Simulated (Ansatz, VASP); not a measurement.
**Two plane-wave programs on PtSe2 (Sudovikovite)**

File INCAR:

```
PREC = Accurate
ENCUT = 520
EDIFF = 1E-6
ISMEAR = 0
SIGMA = 0.3
LREAL = False
LASPH = True
NELM = 100
ALGO = Normal
ISIF = 2
LWAVE = False
LCHARG = False
NBANDS = 18
```

Contents of KPOINTS:

```
Automatic mesh
0
Gamma
  9 9 6
```

POSCAR

```
PtSe2
1.0
    3.7240000000      0.0000000000      0.0000000000
   -1.8620000000      3.2250790000      0.0000000000
    0.0000000000      0.0000000000      5.0620000000
Pt Se
1 2
Direct
    0.0000000000      0.0000000000      0.0000000000
    0.3333333333      0.6666666667      0.2500000000
    0.6666666667      0.3333333333      0.7500000000
```

Input for Ansatz:

```yaml
crystal:
  lattice:
    - [3.724, 0.0, 0.0]
    - [-1.862, 3.225079, 0.0]
    - [0.0, 0.0, 5.062]
  atoms:
    - { symbol: Pt, position: [0.0, 0.0, 0.0] }
    - { symbol: Se, position: [0.3333333333333333, 0.6666666666666666, 0.25] }
    - { symbol: Se, position: [0.6666666666666666, 0.3333333333333333, 0.75] }
kpoints:
  mp_grid:
    grid: [9, 9, 6]
    shift: [0.0, 0.0, 0.0]
hamiltonian:
  xc: lda
scf:
  occupations:
    method: gaussian
    width: 0.3
output:
  forces: true
  stress: true
```

Alike in both runs: task single point; functional LDA; k mesh 9 × 9 × 6; occupations gaussian, width 0.3 eV; no spin polarisation.

|  | VASP | Ansatz |
| --- | --- | --- |
| version | VASP 6.6.1 | Ansatz 0.2.0 |
| potentials or method | VASP PAW LDA potentials, release 64 (Pt, Se) | plane waves, PAW |
| plane-wave cutoff (eV) | 520 | 420 |
| valence electrons in the cell | 22 | 50 |

```csv
,VASP,Ansatz,Ansatz less VASP
pressure (GPa),-0.1,-0.5,-0.40
largest component of the traceless stress (GPa),0.96,0.84,-0.124
rms of the force components (eV/Å),0.106,0.082,-0.0239
```

Atom by atom the forces differ by 0.024 eV/Å (rms over components). The two sets of potentials don't hold the same shells in valence.

The runs have no spin-orbit coupling, so splittings on Pt are missing.
